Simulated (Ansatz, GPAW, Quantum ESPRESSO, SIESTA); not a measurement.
**One calculation of K, 5 ways**

```
K
1.0
    -2.69756    2.69756    2.69756
     2.69756   -2.69756    2.69756
     2.69756    2.69756   -2.69756
K
1
Direct
  0.00000 0.00000 0.00000
```

Alike in all runs: task band structure; functional LDA; k mesh 7 × 7 × 7; occupations fermi-dirac, width 0.05 eV; no spin polarisation; no spin-orbit coupling. LDA stands for any of its common fits. Pressure is positive in compression and, in plane waves, holds the error of the finite cutoff.

```tsv
program and potentials	plane-wave cutoff (eV)	notes	pressure (GPa)
Quantum ESPRESSO, SG15 PBE 1.2	952	potentials made for PBE	-0.63
SIESTA, files PseudoDojo sr-lda-0.4.1-standard, DZP (energy shift 0.003 Ry; two zetas on semicore shells; d shell added on K)	-	atomic basis	-0.70
Ansatz, all-electron LAPW, scalar-relativistic	-	-	-0.62
GPAW, the program's PAW data sets (release 1.2.1) made for this functional	600	-	-0.63
Quantum ESPRESSO, PseudoDojo 0.4.1 SR LDA standard	980	-	-0.62
```

The pressure spans -0.70 (SIESTA, files PseudoDojo sr-lda-0.4.1-standard, DZP (energy shift 0.003 Ry; two zetas on semicore shells; d shell added on K)) to -0.62 GPa (Ansatz, all-electron LAPW, scalar-relativistic), with all-electron results at -0.62. Rows in atomic bases carry the error of their basis and grid, which can be large.

The functional is the same throughout but for its coding, so the spread measures potentials, basis and numerics; runs on potential files found faulty are left out.
